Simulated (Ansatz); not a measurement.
PtS2:

```
CELL_PARAMETERS angstrom
3.54320 0.00000 0.00000
-1.77160 3.06850 0.00000
0.00000 0.00000 5.03880
ATOMIC_POSITIONS crystal
Pt 0.00000 0.00000 0.00000
S 0.66667 0.33333 0.77300
S 0.33333 0.66667 0.22700
```

Base run:

```yaml
Program: Ansatz 0.2.0
Functional: PBEsol
Potentials_or_basis: all-electron LAPW, non-relativistic
Cutoff: 274 eV (chosen from the basis error)
Basis_error_allowed: 0.002 eV/atom
k_mesh: 9 × 9 × 5
Occupations: fermi-dirac, width 0.05 eV
Spin: no spin polarisation
```

Its results: band gap on the k mesh 0.66 eV, indirect (least direct gap 0.76 eV); pressure 18.8 GPa; largest force 2.216 eV/Å.

**Question.** The run is repeated on the same cell with these changes: potentials or basis from all-electron LAPW, non-relativistic to all-electron LAPW, inner shells corrected to Dirac's equation. What comes out?

**Answer.** Band gap on the k mesh 0.96 eV, indirect (least direct gap 1.00 eV); pressure 6.5 GPa; largest force 0.957 eV/Å.

Caveats: spin-orbit coupling is left out, which moves the levels of the heavy elements; relativity is left out, which matters for the heavier elements (some runs); forces of over 1 eV/Å show positions far from the minimum, so gaps and moduli don't describe the material at rest (some runs).
